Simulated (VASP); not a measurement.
# GaAs: zone-centre modes, functional by functional, part 3 of 3

How much do the zone-centre frequencies of GaAs depend on the functional? The starting structure is a measured crystal structure from the Crystallography Open Database.

VASP 6.6.1.

Results so far: LDA T2 269.3 cm⁻¹; LDA at the measured cell T2 261.4 cm⁻¹; PBEsol T2 262.4 cm⁻¹; PBE T2 253.6 cm⁻¹; PBEsol + D3(BJ) T2 272.1 cm⁻¹; r2SCAN T2 269.0 cm⁻¹.

## Step 8: Modes with r2SCAN + rVV10

Level of this step: r2SCAN with rVV10; plane waves and PAW (As, Ga_d) (VASP).

rVV10 adds a nonlocal correlation energy for dispersion. The cell comes from a relaxation at this level, not shown (45.08 Å³).

Input file INCAR:

```
SYSTEM = GaAs
PREC = Accurate
ENCUT = 450
EDIFF = 1E-08
NELM = 100
ISMEAR = 0
SIGMA = 0.03
LREAL = .FALSE.
ALGO = Normal
METAGGA = R2SCAN
LUSE_VDW = .TRUE.
IVDW_NL = 2
BPARAM = 11.95
CPARAM = 0.0093
LASPH = .TRUE.
NBANDS = 15
LORBIT = 11
LWAVE = .FALSE.
LCHARG = .FALSE.
KPAR = 4
IBRION = 6
NFREE = 2
POTIM = 0.015
NSW = 1
ISIF = 2
```

Input file POSCAR:

```
GaAs
1.0
    0.0000000000      2.8248217093      2.8248217093
    2.8248217093      0.0000000000      2.8248217093
    2.8248217093      2.8248217093      0.0000000000
As Ga
1 1
Direct
    0.7500000000      0.7500000000      0.7500000000
    0.0000000000      0.0000000000      0.0000000000
```

Input file KPOINTS:

```
Automatic mesh
0
Gamma
10 10 10
0 0 0
```

Potentials, in the order of the species: As and Ga_d (PBE family, release 64).

Run with:

```sh
mpirun -np 4 vasp_std
```

The log of the run:

```text
[banner, memory and clock lines left out]
running    4 mpi-ranks, on    1 nodes
[...]
|                                                                             |
|               ----> ADVICE to this user running VASP <----                  |
|                                                                             |
|     You have switched on vdW-DFT.                                           |
|     This routine was written and supplied by Jiri Klimes. We recommend      |
|     that you carefully read and cite the following publications:            |
|       J. Klimes, D.R. Bowler, A. Michelides                                 |
|          J. Phys.: Cond Matt. 22 022201 (2010)                              |
|       J. Klimes, D.R. Bowler, A. Michelides                                 |
|          Phys. Rev. B. 83, 195131 (2011)                                    |
|     and references therein.                                                 |
|                                                                             |

[...]
DAV:  16    -0.265037950027E+02    0.11461E-07   -0.20714E-10   866   0.226E-04    0.106E-05
Total rVV10 correction in eV:      0.5499367    21.2593008
Total rVV10 correction in eV:      0.5499367    21.2593008
Total rVV10 correction in eV:      0.5499367    21.2593008
Total rVV10 correction in eV:      0.5499367    21.2593008
DAV:  17    -0.265037950016E+02    0.11069E-08   -0.53603E-11   838   0.811E-05
Total rVV10 correction in eV:      0.5499367    21.2593008
Total rVV10 correction in eV:      0.5499367    21.2593008
Total rVV10 correction in eV:      0.5499367    21.2593008
Total rVV10 correction in eV:      0.5499367    21.2593008
Total rVV10 correction in eV:      0.5499367    21.2593008
Total rVV10 correction in eV:      0.5499367    21.2593008
Total rVV10 correction in eV:      0.5499367    21.2593008
Total rVV10 correction in eV:      0.5499367    21.2593008
   1 F= -.26503795E+02 E0= -.26503795E+02  d E =-.105056E-22
[... from here on, the cycles between the ionic steps are left out ...]
   2 F= -.26502712E+02 E0= -.26502712E+02  d E =-.752914E-15
   3 F= -.26502709E+02 E0= -.26502709E+02  d E =-.113036E-15
   4 F= -.26502624E+02 E0= -.26502624E+02  d E =-.137322E-16
   5 F= -.26502625E+02 E0= -.26502625E+02  d E =-.227895E-14
 Finite differences progress:
  Degree of freedom:   2/  2
  Displacement:        2/  2
  Total:               4/  4
```

The job ended after 6.7 min (4 MPI ranks of Intel Xeon Platinum 8259CL at 2.50GHz (Skylake/Cascade Lake), shared host; peak memory 1.6 GiB; 27 min of CPU time).

From OUTCAR (step 8):

```text
  Total       -0.0054799      0.0020344      0.0020344      0.0000000      0.1058884      0.0000000
  in kB       -0.1947506      0.0722995      0.0722995      0.0000000      3.7631857      0.0000000
  external PRESSURE =      -0.0167172 kB  Pullay stress =       0.0000000 kB

 POSITION                                       TOTAL-FORCE (eV/Angst)
 -----------------------------------------------------------------------------------
      4.23723      4.23723      4.23723        -0.149310      0.000000      0.000000
     -0.01500      0.00000      0.00000         0.149310     -0.000000     -0.000000
 -----------------------------------------------------------------------------------
    total drift:                                0.011448      0.000009      0.000010

  FREE ENERGIE OF THE ION-ELECTRON SYSTEM (eV)
  ---------------------------------------------------
  free  energy   TOTEN  =       -26.5026247073 eV

  energy  without entropy=      -26.5026247073  energy(sigma->0) =      -26.50262471

[... 1 part as in an earlier step ...]

[... 2 further parts left out ...]
[key lines of the parts left out:]
E-fermi :   3.8803
```

With r2SCAN + rVV10 the mode is T2 271.4 cm⁻¹, +2.1 cm⁻¹ from LDA.

## Step 9: Modes with HSE06

HSE06 mixes in a quarter of exact exchange at short range, at far higher cost; in semiconductors this cures much of the gap error, while metals seldom gain. This run uses a 6×6×6 mesh. The cell comes from a relaxation at this level, not shown (45.69 Å³). Its starting orbitals come from a semilocal run on the same mesh, not shown.

Changes to INCAR since step 8:

```diff
@@ -9,9 +9,9 @@
 ALGO = Normal
-METAGGA = R2SCAN
-LUSE_VDW = .TRUE.
-IVDW_NL = 2
-BPARAM = 11.95
-CPARAM = 0.0093
+LHFCALC = .TRUE.
+AEXX = 0.25
+GGA = PE
+HFSCREEN = 0.2
 LASPH = .TRUE.
 NBANDS = 15
+PRECFOCK = Fast
 LORBIT = 11
```

Input file POSCAR:

```
GaAs
1.0
    0.0000000000      2.8374605578      2.8374605578
    2.8374605578      0.0000000000      2.8374605578
    2.8374605578      2.8374605578      0.0000000000
As Ga
1 1
Direct
    0.7500000000      0.7500000000      0.7500000000
    0.0000000000      0.0000000000      0.0000000000
```

Input file KPOINTS:

```
Automatic mesh
0
Gamma
6 6 6
0 0 0
```

Run with:

```sh
mpirun -np 4 vasp_std
```

The log of the run:

```text
[banner, memory and clock lines left out]
running    4 mpi-ranks, on    1 nodes
[...]
LDA part: xc-table for (Slater+PW92), standard interpolation
 found WAVECAR, reading the header
 POSCAR, INCAR and KPOINTS ok, starting setup
[...]
reading WAVECAR
 the WAVECAR file was read successfully
 initial charge from wavefunction
 entering main loop
       N       E                     dE             d eps       ncg     rms          rms(c)
DAV:   1    -0.988639248294E+01   -0.98864E+01   -0.84286E-01   741   0.183E+01    0.211E+00
DAV:   2    -0.988001159058E+01    0.63809E-02   -0.61297E-02   633   0.398E+00    0.149E+00
DAV:   3    -0.987692007034E+01    0.30915E-02   -0.77506E-03   641   0.149E+00    0.891E-01
DAV:   4    -0.987628518591E+01    0.63488E-03   -0.12412E-03   627   0.379E-01    0.513E-01
[...]
DAV:  15    -0.987609646492E+01   -0.30768E-07   -0.43735E-09   443   0.428E-04    0.654E-04
DAV:  16    -0.987609648148E+01   -0.16561E-07   -0.21153E-09   401   0.310E-04    0.337E-04
[...]
hard stop encountered!  aborting job ...
|                                                                             |
|           W    W    AA    RRRRR   N    N  II  N    N   GGGG   !!!           |
|           W    W   A  A   R    R  NN   N  II  NN   N  G    G  !!!           |
|           W    W  A    A  R    R  N N  N  II  N N  N  G       !!!           |
|           W WW W  AAAAAA  RRRRR   N  N N  II  N  N N  G  GGG   !            |
|           WW  WW  A    A  R   R   N   NN  II  N   NN  G    G                |
|           W    W  A    A  R    R  N    N  II  N    N   GGGG   !!!           |
|                                                                             |
|     The electronic self-consistency was not achieved in the given           |
|     number of steps (NELM). The forces and other quantities evaluated       |
|     might not be reliable so examine the results carefully. If you find     |
|     spurious results, we suggest increasing NELM, if you were close to      |
|     convergence or switching to a different ALGO or adjusting the           |
|     density mixing parameters otherwise.                                    |
|                                                                             |

 soft stop encountered!  aborting job ...
```

Elapsed: 61 min, on 4 MPI ranks.

The run was stopped at its time limit.

## Step 10: The runs compared

| run | ended | T2 | method | core minutes |
| --- | --- | --- | --- | --- |
| LDA | converged | 269.3 | perturbation theory | 13.9 |
| LDA at the measured cell | converged | 261.4 | perturbation theory | 13.9 |
| PBEsol | converged | 262.4 | perturbation theory | 14.9 |
| PBE | converged | 253.6 | perturbation theory | 15.3 |
| PBEsol + D3(BJ) | converged | 272.1 | finite displacements | 3.47 |
| r2SCAN | converged | 269.0 | finite displacements | 16.3 |
| r2SCAN + rVV10 | converged | 271.4 | finite displacements | 26.9 |
| HSE06 | cut off by time | - | finite displacements | 244.0 |

Modes are in cm⁻¹, degenerate ones as one, matched between runs by symmetry and order. A number in brackets counts the listed modes of one symmetry from the lowest. The symmetry labels come from an automatic analysis and can be wrong where levels nearly coincide. Core minutes are wall time times ranks of the run shown, on a shared host.

## Step 11: Results

```yaml
t2_lda: 269.3 cm⁻¹
t2_lda_at_the_measured_cell: 261.4 cm⁻¹
t2_pbesol: 262.4 cm⁻¹
t2_pbe: 253.6 cm⁻¹
t2_pbesol_d3_bj: 272.1 cm⁻¹
t2_r2scan: 269.0 cm⁻¹
t2_r2scan_rvv10: 271.4 cm⁻¹
```

In words: On the cells relaxed at each level, the T2 mode of GaAs lies between 254 cm⁻¹ (PBE) and 272 cm⁻¹ (PBEsol + D3(BJ)). Taking the measured cell, +2.4 % in volume, instead of the one relaxed with LDA moves T2 by -7.9 cm⁻¹. Some levels use perturbation theory and the others finite displacements, so their times can't be compared. LASPH is on in some of these runs and off in others, which adds a little to the differences. The dielectric constants and Born charges in the logs aren't compared here; at a small gap they can be far off, and in a run without a gap they mean nothing. The translations, which should lie at zero, come out at up to 3.0 cm⁻¹ with r2SCAN and 2.5 cm⁻¹ with r2SCAN + rVV10; the modes of such a run are uncertain by as much or more. The frequencies are harmonic, and the splitting of polar modes by their long-range field is left out. No result to use came from HSE06. Further runs on this material are not shown.

[Lines on the potential files, build, host, timing and source positions are cut from VASP's logs without a mark.]

[Logs are printed without paths, hosts, clocks, repeated set-up lines and the standing remarks that a program may print on its own settings, such as how far it seeks lower states.]

[Hosts, paths, dates, database ids (printed as entryN), source tags and the programs' standing remarks are cut or masked in the printed files.]
